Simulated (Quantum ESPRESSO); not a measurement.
The system is Na.

```
CELL_PARAMETERS angstrom
-2.14100 2.14100 2.14100
2.14100 -2.14100 2.14100
2.14100 2.14100 -2.14100
ATOMIC_POSITIONS crystal
Na 0.00000 0.00000 0.00000
```

Base run:

```yaml
Program: Quantum ESPRESSO 7.5
Functional: PBE
Potentials_or_basis: SSSP 1.3 efficiency PBE
Cutoff: 748 eV
Density_cutoff: 5987 eV
k_mesh: 9 × 9 × 9
Occupations: fermi-dirac, width 0.05 eV
Spin: no spin polarisation
```

Its results: band gap on the k mesh none (metal or under the smearing width); pressure -0.4 GPa.

Task: The run is repeated on the same cell with these changes: potentials or basis from SSSP 1.3 efficiency PBE to JTH 2.0 PBE; cutoff from 748 eV to 490 eV; density cutoff from 5987 eV to 2939 eV; k mesh from 9 × 9 × 9 to 7 × 7 × 7. What comes out?

Result: Band gap on the k mesh none (metal or under the smearing width); pressure -0.9 GPa.

Caveats: the cutoff is low for these files, which shifts pressure and relaxed volume (some runs).

Not every run made on this cell is shown here.
